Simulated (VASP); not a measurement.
PbO (Litharge), 4 atoms in the cell. The structure is tetragonal, space group P4/nmm (No. 129). Conventional cell: a = 3.990 Å, b = 3.990 Å, c = 5.010 Å, α = 90.00°, β = 90.00°, γ = 90.00°. Pb (site symmetry 4mm) is surrounded by 4 O at 2.33 Å. O (site symmetry -4m2) has 4 Pb at 2.33 Å as nearest neighbours. 

| Item | Value |
| --- | --- |
| Program | VASP 6.6.1 |
| Task | single point |
| Functional | HSE(alpha, omega) |
| Potentials or basis | VASP PAW PBE potentials, release 64 (Pb_d, O) |
| Cutoff | 520 eV |
| k mesh | 4 × 4 × 3 |
| Occupations | fermi-dirac, width 0.05 eV |
| Spin | no spin polarisation |
| Share of exact exchange | 0.4 |
| Grid for exact exchange (PRECFOCK) | Fast |
| Further INCAR settings | ALGO = Normal; EDIFF = 1e-07; NBANDS = 28 |

Potentials or basis: VASP PAW PBE potentials, release 64 (Pb_d, O).

Run with:

```console
$ cat potpaw_PBE.64/Pb_d/POTCAR potpaw_PBE.64/O/POTCAR > POTCAR
$ cp INCAR.step1 INCAR
$ mpirun -np 1 vasp_std > vasp.out
$ cp INCAR.step2 INCAR
$ mpirun -np 1 vasp_std > vasp.out
```

Hardware: 1 thread of Intel(R) Xeon(R) 6975P-C (Granite Rapids) (shared host).

Q: How long does it take, and how much memory?

A: Run time: 9 min on 1 thread of Intel(R) Xeon(R) 6975P-C (Granite Rapids), on a shared host, peak memory 0.3 GiB. Counts: scf iterations 16, k points 12.
